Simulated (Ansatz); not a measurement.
Wanted: the native input for an Ansatz 0.2.0 run.

* Task: band structure
* Functional: HSE06
* Potentials or basis: Ansatz PAW
* Cutoff: 420 eV (not typed: the program's choice for these potentials)
* k mesh: 4 × 4 × 4
* Occupations: fermi-dirac, width 0.05 eV
* Spin: no spin polarisation
* Path: [["G", "X", "M", "G", "R", "X"], ["M", "R"]]
* Points for each segment of the path: 4

The system is CsPbCl3.

```xyz
5
Lattice="5.6050 0.0000 0.0000 0.0000 5.6050 0.0000 0.0000 0.0000 5.6050" Properties=species:S:1:pos:R:3 pbc="T T T"
Pb    2.8025    2.8025    2.8025
Cs    0.0000    0.0000    0.0000
Cl    2.8025    0.0000    2.8025
Cl    0.0000    2.8025    2.8025
Cl    2.8025    2.8025    0.0000
```

The input as run:

input

```
crystal:
  lattice:
    - [5.605, 0.0, 0.0]
    - [0.0, 5.605, 0.0]
    - [0.0, 0.0, 5.605]
  atoms:
    - { symbol: Pb, position: [0.5, 0.5, 0.5] }
    - { symbol: Cs, position: [0.0, 0.0, 0.0] }
    - { symbol: Cl, position: [0.5, 0.0, 0.5] }
    - { symbol: Cl, position: [0.0, 0.5, 0.5] }
    - { symbol: Cl, position: [0.5, 0.5, 0.0] }
hamiltonian:
  xc: hse06
  pseudopotentials: { kind: paw }
kpoints:
  mp_grid: { grid: [4, 4, 4] }
  band_path:
    path:
      - [[0.0, 0.0, 0.0], [0.0, 0.5, 0.0], [0.5, 0.5, 0.0], [0.0, 0.0, 0.0], [0.5, 0.5, 0.5], [0.0, 0.5, 0.0]]
      - [[0.5, 0.5, 0.0], [0.5, 0.5, 0.5]]
    npoints: 4
scf:
  occupations: { method: fermi_dirac, width: 0.05 }
  n_extra_bands: 12
output:
  forces: true
  stress: true
  eigenvalues: true
  fatbands: false
```

Results of the run:

* Pressure: 1.4 GPa
* Band gap on the k mesh: 2.60 eV, direct
* Band gap along the path: 2.60 eV, direct

Caveat: spin-orbit coupling is left out, which as a rule narrows the gap of such compounds by several tenths of an eV; the PAW data sets come from PBE, with cores solved anew for the run's functional, which leaves a small shift of forces and pressure; the thresholds are loose for stress.

It took 63 s on 1 × NVIDIA H100 80GB HBM3 with 2 threads of AMD EPYC 7R13 Processor (Zen 3), on a shared host, peak memory 3.2 GiB.
